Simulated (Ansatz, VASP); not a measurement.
**Two plane-wave programs on Ir**

```
Ir
1.0
     4.26624    0.00000    0.00000
    -2.13312    3.69467    0.00000
     0.00000    0.00000    2.57506
Ir
2
Direct
  0.33333 0.66667 0.50000
  0.66667 0.33333 0.50000
```

Alike in both runs: functional PBE; k mesh 6 × 6 × 6; occupations gaussian, width 0.1 eV; no spin polarisation.

Ansatz relaxed the structure, and its values are those at the end. VASP's run is a single point on that final structure, the one shown.

```csv
,VASP,Ansatz
version,VASP 6.6.1,Ansatz 0.2.0
potentials or method,"VASP PAW PBE potentials, release 64 (Ir)","scalar-relativistic, plane waves, PAW"
plane-wave cutoff (eV),520,420
valence electrons in the cell,18,34
```

|  | VASP | Ansatz | Ansatz less VASP |
| --- | --- | --- | --- |
| gap on the k mesh at the Fermi level (eV) | none | none | - |
| pressure (GPa) | -0.1 | 0.0 | +0.08 |

A gap of «none» marks a metal or a gap that the smearing closes. The two sets of potentials don't hold the same shells in valence.

Caveats: the k mesh is coarse (spacing up to 0.41 Å⁻¹), so the values aren't converged. The runs have no spin-orbit coupling, so splittings on Ir are missing.
